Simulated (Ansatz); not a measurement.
# Se: stress in a strained cell

Aim: deform Se (equal xx and yy strain of +3 %) and compute stress, forces and field gradients with LAPW, PAW and all-electron datasets made for the crystal.

Computed with Ansatz 0.2.0 (DFT PBE, scalar-relativistic, unless a step's input says otherwise).

### Step 1. The starting structure

It takes space group P3_221 (No. 154, trigonal). The conventional cell has a = 4.355 Å, b = 4.355 Å, c = 4.949 Å, α = 90.00°, β = 90.00°, γ = 120.00°. Se (site symmetry 2) is surrounded by 2 Se at 2.32 Å.

Coordinates:

```
CELL_PARAMETERS angstrom
4.35517 0.00000 0.00000
-2.17758 3.77169 0.00000
0.00000 0.00000 4.94945
ATOMIC_POSITIONS crystal
Se 0.21700 0.00000 0.16667
Se 0.00000 0.21700 0.83333
Se 0.78300 0.78300 0.50000
```

Atoms are numbered in the order of the input: Se1, Se2, Se3.

### Step 2. The deformed structure

Space group P3_221 before, P3_221 after.

### Step 3. LAPW, all electrons

Contents of input.yaml:

```yaml
crystal:
  lattice:
    - [4.4858247679, 0.0, 0.0]
    - [-2.242912384, 3.884838206, 0.0]
    - [0.0, 0.0, 4.94945]
  atoms:
    - { symbol: Se, position: [0.217, 0.0, 0.1666666667] }
    - { symbol: Se, position: [0.0, 0.217, 0.8333333333] }
    - { symbol: Se, position: [0.783, 0.783, 0.5] }
kpoints:
  mp_grid: { grid: [8, 8, 6] }
  band_path:
    path:
      - [0.0, 0.0, 0.0]
      - [0.5, 0.0, 0.0]
      - [0.3333333333, 0.3333333333, 0.0]
      - [0.0, 0.0, 0.0]
      - [0.0, 0.0, 0.5]
      - [0.5, 0.0, 0.5]
      - [0.3333333333, 0.3333333333, 0.5]
      - [0.0, 0.0, 0.5]
      - [0.5, 0.0, 0.5]
    npoints: 5
scf:
  occupations: { method: fermi_dirac, width: 0.03 }
hamiltonian:
  xc: pbe
  pseudopotentials: { kind: all_electron, lapw: { basis_error: 0.0005 } }
output:
  forces: true
  stress: true
  eigenvalues: true
```

Started as:

```
> ansatz run input.yaml --threads 1 --pin off --max-ram 4096MiB --backend cpu --events-out ev --progress --plain --runs-dir out
```

### Step 4. PAW with frozen cores

Contents of input.yaml:

```yaml
crystal:
  lattice:
    - [4.4858247679, 0.0, 0.0]
    - [-2.242912384, 3.884838206, 0.0]
    - [0.0, 0.0, 4.94945]
  atoms:
    - { symbol: Se, position: [0.217, 0.0, 0.1666666667] }
    - { symbol: Se, position: [0.0, 0.217, 0.8333333333] }
    - { symbol: Se, position: [0.783, 0.783, 0.5] }
kpoints:
  mp_grid: { grid: [8, 8, 6] }
scf:
  occupations: { method: fermi_dirac, width: 0.03 }
hamiltonian:
  xc: pbe
  pseudopotentials: { kind: paw }
output:
  forces: true
  stress: true
  eigenvalues: true
  efg: { contact_densities: true }
  write_density: true
  write_potential: true
  elf: true
  volumetric_format: npy
```

### Step 5. Datasets made for this crystal

input.yaml: that of step 4 with these lines changed.

```diff
@@ -15,3 +15,3 @@
   xc: pbe
-  pseudopotentials: { kind: paw }
+  pseudopotentials: { kind: all_electron, datasets: crystal }
 output:
@@ -21,5 +21 @@
   efg: { contact_densities: true }
-  write_density: true
-  write_potential: true
-  elf: true
-  volumetric_format: npy
```

(Steps that only read results are left out.)

What does the calculation give? Wanted: pressure; largest shear or deviatoric stress.

**Answer**, as computed:

| quantity | value |
| --- | --- |
| pressure | LAPW 2.50, PAW 2.51, crystal datasets 2.50 GPa |
| largest shear or deviatoric stress (LAPW) | 1.08 GPa |

The largest part of the stress beyond the pressure is 1.08 GPa in size, in the zz component; the atoms are carried along and not relaxed. No run of the undeformed cell stands beside it, so the pressure holds what the given cell had before the change. PAW: stress within 0.02 GPa of LAPW, forces within 6 meV/Å. Crystal datasets: stress within 0.01 GPa of LAPW, forces within 1 meV/Å.
